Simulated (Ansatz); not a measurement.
Ir: pressure against volume

Ir, Fm-3m, a = 3.871 Å. Ansatz: PBE, PAW, 420 eV, Γ-centred 18×18×18 mesh on 1 atom, Gaussian smearing 0.10 eV; no spin polarisation. Symmetry fixes shape and atoms, so the cell is only scaled; pressure is positive in compression.

```
V (Å³/atom) P (GPa)
     13.628        ?
     14.063    11.43
     14.498    -0.02
     14.933    -9.56
     15.367   -17.48
```

**Question.** Take V0 = 14.498 Å³/atom, count pressures from its P0 = -0.02 GPa, fit the third-order Birch–Murnaghan form to the other rows, and predict the missing pressure.

**Answer.** With the Eulerian strain f = ½[(V0/V)^(2/3) − 1] and y = (P − P0)/[3f(1 + 2f)^(5/2)], the form is the line y = B0 + 1.5 B0 (B0′ − 4) f. Rows (f, y): 0.01026, 353.6; -0.00976, 342.3; -0.01903, 337.0. Means f = -0.006177, y = 344.30; Σ(Δf)² = 0.0004482, ΣΔfΔy = 0.2539; the slope is their ratio. y = 347.8 + 566.4 f GPa, so B0 = 347.8 GPa and B0′ = 4 + 2 × (566.4)/(3 × 347.8) = 5.09. At V = 13.628, f = 0.02106, y = 359.73 and P = 25.18 GPa. The run gave 25.17 GPa, so the fit is 0.01 GPa too high, a small miss on the scale of the series. The form still works here, 33 % of the fitted range beyond its end.

Spin–orbit coupling is left out, which can shift energies with elements as heavy as these.